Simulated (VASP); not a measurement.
# ZnS (P6_3mc) in VASP: notebook

ZnS is run at these levels: PBE; tasks: single point.

Everything below comes from runs of VASP 6.6.1. Logs are shortened: lines on timing, memory, paths and dates and some standing lists are left out, and cuts for length are marked.

**Measured values to compare with.**

A printed reference work, monograph reports, for a bulk crystal of ZnS at 4 K: band gap 3.911 eV (direct).

The results are compared with them further down.

### 1 The cell of the first run

It takes space group P6_3mc (No. 186, hexagonal). Conventional cell: a = 3.710 Å, b = 3.710 Å, c = 6.256 Å, α = 90.00°, β = 90.00°, γ = 120.00°. Zn (site symmetry 3m) has 4 S at 2.21 to 2.33 Å within 2.9 Å. Within 2.9 Å of S (site symmetry 3m) lie 4 Zn at 2.21 to 2.33 Å.

### 2 Single point, PBE (strained)

File INCAR:

```
PREC = Accurate ; ENCUT = 520
EDIFF = 1E-6 ; ISMEAR = 0
SIGMA = 0.02 ; LREAL = F
LASPH = T ; NELM = 80
ALGO = Normal ; ISIF = 2
LWAVE = F ; LCHARG = F
GGA = PE ; NBANDS = 26
```

File KPOINTS:

```
regular mesh
0
Gamma
  9 9 6
```

File POSCAR:

```
ZnS
1.0
    3.7098167639      0.0000000000      0.0000000000
   -1.8549083820      3.2127955609      0.0000000000
    0.0000000000      0.0000000000      6.2555073000
Zn S
2 2
Direct
    0.3333333333      0.6666666667      0.0160410651
    0.6666666667      0.3333333333      0.5160410651
    0.3333333333      0.6666666667      0.3689589349
    0.6666666667      0.3333333333      0.8689589349
```

Potentials or basis: VASP PAW PBE potentials, release 64 (Zn, S).

Started as:

```console
> cat potpaw_PBE.64/Zn/POTCAR potpaw_PBE.64/S/POTCAR > POTCAR
> mpirun -np 1 vasp_std > vasp.out
```

OUTCAR:

```text
PREC = Accurate
   ENCUT = 520
   EDIFF = 1E-6
   ISMEAR = 0
   LREAL = F
   LASPH = T
   NELM = 80
   ISIF = 2
   GGA = PE

 ion  position               nearest neighbor table
   1  0.333  0.667  0.016-   3 2.21   4 2.33   4 2.33   4 2.33
   2  0.667  0.333  0.516-   4 2.21   3 2.33   3 2.33   3 2.33
   3  0.333  0.667  0.369-   1 2.21   2 2.33   2 2.33   2 2.33
   4  0.667  0.333  0.869-   2 2.21   1 2.33   1 2.33   1 2.33

  LATTYP: Found a hexagonal cell.
 ALAT       =     3.7098167639
 C/A-ratio  =     1.6862038473

  Lattice vectors:

 A1 = (   3.7098167639,   0.0000000000,   0.0000000000)
 A2 = (  -1.8549083820,   3.2127955609,   0.0000000000)
 A3 = (   0.0000000000,   0.0000000000,   6.2555073000)

Analysis of symmetry for initial positions (statically):
=====================================================================
 Subroutine PRICEL returns:
 Original cell was already a primitive cell.

 Routine SETGRP: Setting up the symmetry group for a
 hexagonal supercell.

 Subroutine GETGRP returns: Found 12 space group operations
 (whereof  6 operations were pure point group operations)
 out of a pool of 24 trial point group operations.

The static configuration has the point symmetry C_3v.
 The point group associated with its full space group is C_6v.

Analysis of symmetry for dynamics (positions and initial velocities):
=====================================================================
 Subroutine PRICEL returns:
 Original cell was already a primitive cell.

 Routine SETGRP: Setting up the symmetry group for a
 hexagonal supercell.

 Subroutine GETGRP returns: Found 12 space group operations
 (whereof  6 operations were pure point group operations)
 out of a pool of 24 trial point group operations.

The dynamic configuration has the point symmetry C_3v.
 The point group associated with its full space group is C_6v.

 Subroutine INISYM returns: Found 12 space group operations
 (whereof  6 operations are pure point group operations),
 and found     1 'primitive' translations

----------------------------------------------------------------------------------------

                                     Primitive cell

  volume of cell :      74.5587

  direct lattice vectors                    reciprocal lattice vectors
     3.709816764  0.000000000  0.000000000     0.269555092  0.155627705  0.000000000
    -1.854908382  3.212795561  0.000000000     0.000000000  0.311255410  0.000000000
     0.000000000  0.000000000  6.255507300     0.000000000  0.000000000  0.159859137

  length of vectors
     3.709816764  3.709816764  6.255507300     0.311255410  0.311255410  0.159859137

  position of ions in fractional coordinates (direct lattice)
     0.333333333  0.666666667  0.016041065
     0.666666667  0.333333333  0.516041065
     0.333333333  0.666666667  0.368958935
     0.666666667  0.333333333  0.868958935

  ion indices of the primitive-cell ions
   primitive index   ion index
                 1           1
                 2           2
                 3           3
                 4           4

----------------------------------------------------------------------------------------

 KPOINTS: regular mesh

Automatic generation of k-mesh.
 Grid dimensions read from file:
 generate k-points for:    9    9    6

 Generating k-lattice:

  Cartesian coordinates                     Fractional coordinates (reciprocal lattice)
     0.029950566  0.017291967  0.000000000     0.111111111  0.000000000  0.000000000
     0.000000000  0.034583934  0.000000000     0.000000000  0.111111111  0.000000000
     0.000000000  0.000000000  0.026643190     0.000000000  0.000000000  0.166666667

  Length of vectors
     0.034583934  0.034583934  0.026643190

  Shift w.r.t. Gamma in fractional coordinates (k-lattice)
     0.000000000  0.000000000  0.000000000

 Subroutine IBZKPT returns following result:
 ===========================================

 Found     48 irreducible k-points:

 Following reciprocal coordinates:
            Coordinates               Weight
  0.000000  0.000000  0.000000      1.000000
  0.111111  0.000000  0.000000      6.000000
  0.222222  0.000000  0.000000      6.000000
  0.333333  0.000000  0.000000      6.000000
  0.444444  0.000000  0.000000      6.000000
  0.111111  0.111111  0.000000      6.000000
[... 16 lines left out ...]
  0.333333  0.222222  0.166667     24.000000
  0.333333  0.333333  0.166667      4.000000
 [... further k-points ...]
   k-points           NKPTS =     48   k-points in BZ     NKDIM =     48   number of bands    NBANDS=     26
   number of dos      NEDOS =    301   number of ions     NIONS =      4
   total plane-waves  NPLWV =  37632
   dimension x,y,z NGX =    28 NGY =   28 NGZ =   48
   dimension x,y,z NGXF=    56 NGYF=   56 NGZF=   96
   ions per type =               2   2
   NGX,Y,Z   is equivalent  to a cutoff of  12.55, 12.55, 12.76 a.u.
   NGXF,Y,Z  is equivalent  to a cutoff of  25.09, 25.09, 25.51 a.u.
 SYSTEM =  unknown system
   PREC   = accura    normal or accurate (medium, high low for compatibility)
   ISTART =      0    job   : 0-new  1-cont  2-samecut
   ICHARG =      2    charge: 1-file 2-atom 10-const
   ISPIN  =      1    spin polarized calculation?
   LNONCOLLINEAR =      F non collinear calculations
   LSORBIT =      F    spin-orbit coupling
   LASPH  =      T    aspherical Exc in radial PAW
   ENCUT  =  520.0 eV  38.22 Ry    6.18 a.u.   6.90  6.90 11.63*2*pi/ulx,y,z
   NELM   =     80;   NELMIN=  2; NELMDL= -5     # of ELM steps
   EDIFF  = 0.1E-05   stopping-criterion for ELM
   LREAL  =      F    real-space projection
   EDIFFG = 0.1E-04   stopping-criterion for IOM
   NSW    =      0    number of steps for IOM
   IBRION =     -1    ionic relax: 0-MD 1-quasi-New 2-CG
   NFREE  =      0    steps in history (QN), initial steepest desc. (CG)
   ISIF   =      2    stress and relaxation
   ISYM   =      2    0-nonsym 1-usesym 2-fastsym
   POTIM  = 0.5000    time-step for ionic-motion
   TEBEG  =    0.0;   TEEND  =   0.0 temperature during run
   PSTRESS=    0.0 pullay stress
   NELECT =      36.0000    total number of electrons
   NUPDOWN=      -1.0000    fix difference up-down
   EMIN   =  10.00;   EMAX   =-10.00  energy-range for DOS
   EFERMI =   0.00;   METHOD = LEGACY
   ISMEAR =     0;   SIGMA  =   0.02  broadening in eV -4-tet -1-fermi 0-gaus
   EFERMI_NEDOS =   21; number of points for ismear=-14 and -15
   IALGO  =     38    algorithm
   IMIX   =      4    mixing-type and parameters
     AMIX     =   0.40;   BMIX     =  1.00
     AMIX_MAG =   1.60;   BMIX_MAG =  1.00
  volume/ion in A,a.u.               =      18.64       125.79
  Fermi-wavevector in a.u.,A,eV,Ry     =   1.284329  2.427030 22.442825  1.649501
  Thomas-Fermi vector in A             =   2.416529
   LORBIT       =      0    0 simple, 1 ext, 2 COOP (PROOUT), +10 PAW based schemes
   GGA     = PE    functional components
   LHFCALC =     F    Hartree Fock is set to
   AEXX    =    0.0000 exact exchange contribution
   IVDW    =     0    specifies the selected vdW correction
   LEPSILON=     F    determine dielectric tensor
   LRPA    =     F    only Hartree local field effects (RPA)
 non-spin polarized calculation
 Gauss-broadening in eV      SIGMA  =   0.02
  energy-cutoff  :      520.00
  volume of cell :       74.56
 maximum number of plane-waves:      2034
 NGX is ok and might be reduce to    28
   NGX = 13   NGY = 13   NGZ = 23

 number of electron      36.0000021 magnetization

 Free energy of the ion-electron system (eV)
  ---------------------------------------------------
  ext. energy  EPLUGINS =         0.00000000
  ---------------------------------------------------
  free energy    TOTEN  =       -13.48259737 eV

  energy without entropy =      -13.48259737  energy(sigma->0) =      -13.48259737

 E-fermi :   2.8948     XC(G=0):  -9.9034

 val. band max:        2.7682873478   @ k =   0.0000   0.0000   0.0000
 cond. band min:       5.0469905922   @ k =   0.0000   0.0000   0.0000
 fundamental gap:      2.2787032444
 Fermi energy:         2.8947914921

 k-point     1 :       0.0000    0.0000    0.0000
  band No.  band energies     occupation
      1     -10.9030      2.00000
      2      -9.8738      2.00000
      3      -4.0488      2.00000
      4      -3.8608      2.00000
      5      -3.8608      2.00000
      6      -3.7304      2.00000
[... 18 lines left out ...]
     25      10.6292      0.00000
     26      11.9892      0.00000

 k-point     2 :       0.1111    0.0000    0.0000
  band No.  band energies     occupation
      1     -10.8108      2.00000
      2      -9.8217      2.00000
      3      -4.0277      2.00000
      4      -3.8736      2.00000
      5      -3.8501      2.00000
      6      -3.7283      2.00000
[... 18 lines left out ...]
     25      11.0129      0.00000
     26      11.4486      0.00000

 k-point     3 :       0.2222    0.0000    0.0000
  band No.  band energies     occupation
      1     -10.5562      2.00000
      2      -9.6918      2.00000
      3      -3.9782      2.00000
      4      -3.9020      2.00000
      5      -3.8297      2.00000
      6      -3.7090      2.00000
[... 18 lines left out ...]
     25      11.2610      0.00000
     26      11.5432      0.00000

 k-point     4 :       0.3333    0.0000    0.0000
  band No.  band energies     occupation
      1     -10.2117      2.00000
      2      -9.5605      2.00000
      3      -3.9325      2.00000
      4      -3.9144      2.00000
      5      -3.8185      2.00000
      6      -3.6333      2.00000
[... 18 lines left out ...]
     25      11.5117      0.00000
     26      12.9011      0.00000
[... 496 lines left out ...]
      1     -10.0028      2.00000
      2      -9.5525      2.00000
      3      -3.9113      2.00000
      4      -3.8956      2.00000
      5      -3.7385      2.00000
      6      -3.7197      2.00000
[... 18 lines left out ...]
     25      11.3824      0.00000
     26      11.8576      0.00000

 k-point    23 :       0.3333    0.2222    0.1667
  band No.  band energies     occupation
      1      -9.7567      2.00000
      2      -9.5303      2.00000
      3      -3.9237      2.00000
      4      -3.8476      2.00000
      5      -3.7590      2.00000
      6      -3.6240      2.00000
[... 18 lines left out ...]
     25      11.9488      0.00000
     26      12.8211      0.00000

 k-point    24 :       0.3333    0.3333    0.1667
  band No.  band energies     occupation
      1      -9.5971      2.00000
      2      -9.5971      2.00000
      3      -3.9362      2.00000
      4      -3.7925      2.00000
      5      -3.7925      2.00000
      6      -3.5510      2.00000
[... 18 lines left out ...]
     25      12.9283      0.00000
     26      12.9565      0.00000

 [... further k-points ...]
[... 5 lines left out ...]
  --------------------------------------------------------------------------------------
  -------------------------------------------------------------------------------------
  Total        2.5466602      2.5466602      4.3907389     -0.0000000     -0.0000000     -0.0000000
  in kB       54.7247143     54.7247143     94.3517825     -0.0000000     -0.0000000     -0.0000000
  external PRESSURE =      67.9337370 kB  Pullay stress =       0.0000000 kB

 VOLUME and BASIS-vectors are now :
 -----------------------------------------------------------------------------
  energy-cutoff  :      520.00
  volume of cell :       74.56
      direct lattice vectors                 reciprocal lattice vectors
     3.709816764  0.000000000  0.000000000     0.269555092  0.155627705  0.000000000
    -1.854908382  3.212795561  0.000000000     0.000000000  0.311255410  0.000000000
     0.000000000  0.000000000  6.255507300     0.000000000  0.000000000  0.159859137

 POSITION                                       TOTAL-FORCE (eV/Angst)
 -----------------------------------------------------------------------------------
     -0.00000      2.14186      0.10034        -0.000000     -0.000000     -0.844834
      1.85491      1.07093      3.22810        -0.000000     -0.000000     -0.844834
     -0.00000      2.14186      2.30803         0.000000      0.000000      0.844834
      1.85491      1.07093      5.43578         0.000000      0.000000      0.844834
 -----------------------------------------------------------------------------------
    total drift:                               -0.000001     -0.000001     -0.000058

  FREE ENERGIE OF THE ION-ELECTRON SYSTEM (eV)
  ---------------------------------------------------
  free  energy   TOTEN  =       -13.4825973710 eV

  energy  without entropy=      -13.4825973710  energy(sigma->0) =      -13.48259737
```

Wall time 79 s (1 thread of AMD EPYC 7R13 (Zen 3), shared host); peak memory 0.2 GiB.

What came out:

| Quantity | Value |
| --- | --- |
| Free energy | -13.4826 eV |
| Pressure | 6.8 GPa |
| Largest force | 0.845 eV/Å |
| Band gap on the k mesh | 2.28 eV, direct |

Forces on the atoms (eV/Å):
```
Zn   0.000  0.000 -0.845
Zn   0.000  0.000 -0.845
S    0.000  0.000  0.845
S    0.000  0.000  0.845
```

Caveat: the cell differs from its parent crystal (strained).

### 3 Single point, PBE

This run uses another cell than the first one, of 20.19 Å³/atom, 1.083 times its volume.

File INCAR:

```
SYSTEM = ZnS
ALGO = Normal
EDIFF = 1E-6
ENCUT = 500
GGA = PE
GGA_COMPAT = .FALSE.
ISIF = 2
ISMEAR = 0
LASPH = .TRUE.
LCHARG = .TRUE.
LELF = .TRUE.
LREAL = .FALSE.
LVHAR = .TRUE.
LWAVE = .FALSE.
NBANDS = 26
NELM = 120
PREC = Accurate
SIGMA = 0.05
```

File KPOINTS:

```
k-points
0
G
  6 6 4
  0 0 0
```

File POSCAR:

```
ZnS
1.0
    3.8454929889      0.0000000000      0.0000000000
   -1.9227464944      3.3302946184      0.0000000000
    0.0000000000      0.0000000000      6.3053333047
Zn S
2 2
Direct
    0.3333333333      0.6666666667      0.0052197899
    0.6666666667      0.3333333333      0.5052197899
    0.3333333333      0.6666666667      0.3797802101
    0.6666666667      0.3333333333      0.8797802101
```

Potentials or basis: VASP PAW PBE potentials, release 64 (Zn, S).

Started as:

```console
> cat potpaw_PBE.64/Zn/POTCAR potpaw_PBE.64/S/POTCAR > POTCAR
> mpirun -np 1 vasp_std > vasp.out
```

Run time: 83 s. Hardware: 1 thread of AMD EPYC 7R13, shared host; peak memory 0.17 GiB.

The run converged. Its results:

* Free energy: -13.6903 eV
* Pressure: 0.1 GPa
* Band gap on the k mesh: 2.08 eV, direct

Forces in eV/Å, atoms in the order of the input:
```
Zn   0.000  0.000  0.002
Zn   0.000  0.000  0.002
S    0.000  0.000 -0.002
S    0.000  0.000 -0.002
```

Levels at points of the mesh, in eV from the valence-band top:
```csv
k point,band 14,band 15,band 16,band 17,band 18,band 19,band 20,band 21,band 22,band 23
"(0.00, 0.00, 0.00)",-0.86,-0.86,-0.07,0.00,0.00,2.08,3.05,6.33,6.33,6.59
"(0.50, 0.00, 0.00)",-4.01,-3.14,-2.14,-1.61,-0.85,3.68,4.18,5.14,6.93,7.29
"(0.00, 0.00, 0.50)",-2.81,-0.45,-0.45,-0.45,-0.45,3.48,3.48,6.76,6.76,6.78
"(0.50, 0.00, 0.50)",-4.74,-1.56,-1.56,-1.54,-1.54,3.54,3.54,5.24,5.24,8.77
```

[end of part 1 of 2]
